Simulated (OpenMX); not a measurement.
**Ti under changes of volume**

One of the cells (17.988 Å³/atom); the others are scaled copies at fixed shape and fractional positions:

```xyz
2
Lattice="2.9695 0.0000 0.0000 -1.4848 2.5717 0.0000 0.0000 0.0000 4.7110" Properties=species:S:1:pos:R:3 pbc="T T T"
Ti    1.4848    0.8572    3.5332
Ti    0.0000    1.7145    1.1777
```

- Program: OpenMX 3.8.5
- Functional: PBE
- Potentials or basis: OpenMX 2013 PBE set, Ti7.0-s3p2d1, fixed grid of 28 × 28 × 54 points
- k mesh: 11 × 11 × 7
- Occupations: fermi-dirac, width 0.05 eV
- Spin: no spin polarisation

```tsv
volume (Å³/atom)	energy over the lowest point (meV/atom)	largest force (eV/Å)
16.577	?	?
16.930	0.00	0.031
17.283	4.25	0.030
17.988	28.74	0.027
18.341	48.00	0.026
18.694	71.36	0.025
```

Question: What does the run at 16.577 Å³/atom give?

Answer: Energy over the lowest point 1.84 meV/atom; largest force 0.033 eV/Å.

Worked out: A Birch-Murnaghan fit of order 3 (a polynomial in V^(-2/3)) to the other rows has its minimum at 16.86 Å³/atom, just outside them, with B0 = V·E''(V) = 135 GPa and B' = 3.8 at fixed shape and positions, which overstates the stiffness. It gives 1.85 meV/atom at 16.577 Å³/atom, against the run's 1.84.

Energies are extrapolated to zero smearing.

Caveats: the transition metal has a single d function, too few for pressures, volumes and moments; the basis of atomic orbitals isn't converged, which shifts pressures, moduli and gaps.
